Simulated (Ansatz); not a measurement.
# Li: how the settings move a single-point run

How sensitive is a single-point run of Li to its settings? A reference run comes first, then one run with altered input.

Computed with Ansatz 0.2.0 (reference: DFT, LDA, all-electron PAW with datasets made for the crystal, scalar-relativistic, unless a step's input says otherwise).

### 1 The starting structure

Symmetry: Fm-3m, No. 225, cubic system. The conventional cell has a = 4.391 Å, b = 4.391 Å, c = 4.391 Å, α = 90.00°, β = 90.00°, γ = 90.00°. Li (site symmetry m-3m) is surrounded by 12 Li at 3.10 Å.

Coordinates:

```cif
data_structure
_symmetry_space_group_name_H-M 'Fm-3m'
_symmetry_Int_Tables_number 225
_cell_length_a 4.3907
_cell_length_b 4.3907
_cell_length_c 4.3907
_cell_angle_alpha 90.000
_cell_angle_beta 90.000
_cell_angle_gamma 90.000
_cell_volume 84.64
loop_
_atom_site_label
_atom_site_type_symbol
_atom_site_symmetry_multiplicity
_atom_site_Wyckoff_symbol
_atom_site_fract_x
_atom_site_fract_y
_atom_site_fract_z
_atom_site_occupancy
Li1 Li 4 a 0.00000 0.00000 0.00000 1
```

### 2 Baseline

File input.yaml:

```yaml
crystal:
  lattice:
    - [0.0, 2.1953465566, 2.1953465566]
    - [2.1953465566, 0.0, 2.1953465566]
    - [2.1953465566, 2.1953465566, 0.0]
  atoms:
    - { symbol: Li, position: [0.0, 0.0, 0.0] }
kpoints:
  mp_grid: { grid: [16, 16, 16] }
scf:
  occupations: { method: fermi_dirac, width: 0.08 }
hamiltonian:
  xc: lda
  pseudopotentials: { kind: all_electron, datasets: crystal }
output:
  forces: true
  stress: true
  eigenvalues: true
  efg: { contact_densities: true }
```

Run with:

```bash
$ ansatz run input.yaml --threads 1 --pin off --max-ram 2048MiB --backend cpu --events-out ev --progress --plain --runs-dir out
```

### 3 Changing settings: occupations.width 0.01, mixing.algorithm anderson, mixing.beta 0.05, mixing.ndim 4, xc pbesol

Edit input.yaml of step 2 so:

```diff
@@ -10,5 +10,6 @@
 scf:
-  occupations: { method: fermi_dirac, width: 0.08 }
+  occupations: { method: fermi_dirac, width: 0.01 }
+  mixing: { algorithm: anderson, beta: 0.05, ndim: 4 }
 hamiltonian:
-  xc: lda
+  xc: pbesol
   pseudopotentials: { kind: all_electron, datasets: crystal }
```

Q: Predict the outcome of this session. Wanted: for each run, ending; energy change; pressure; gap; force.

As calculated:

```csv
run,ending,energy change,pressure (GPa),gap (eV),force (eV/Å),cycles,time
reference,converged,-,-1.4,0.00,0.00,5,1.8 s
"1: occupations.width 0.01, mixing.algorithm anderson, mixing.beta 0.05, mixing.ndim 4, xc pbesol",converged,not comparable,-0.6,0.00,0.00,7,1.9 s
```

Residual by cycle in the longest SCF loop of each run; runs are numbered as in the table. The quantity is the density residual dr2, in eV.

```csv
cycle,reference,run 1
1,0.00118,0.00208
2,4.1e-4,0.0019
3,5.4e-6,5.8e-5
4,5.6e-7,5.3e-5
5,9.6e-11,1.6e-8
6,-,1.9e-8
7,-,1.1e-9
```

What this shows: After a change of functional the difference of the totals has no physical meaning; the pressure goes from -1.4 to -0.6 GPa. The smearing changed too.
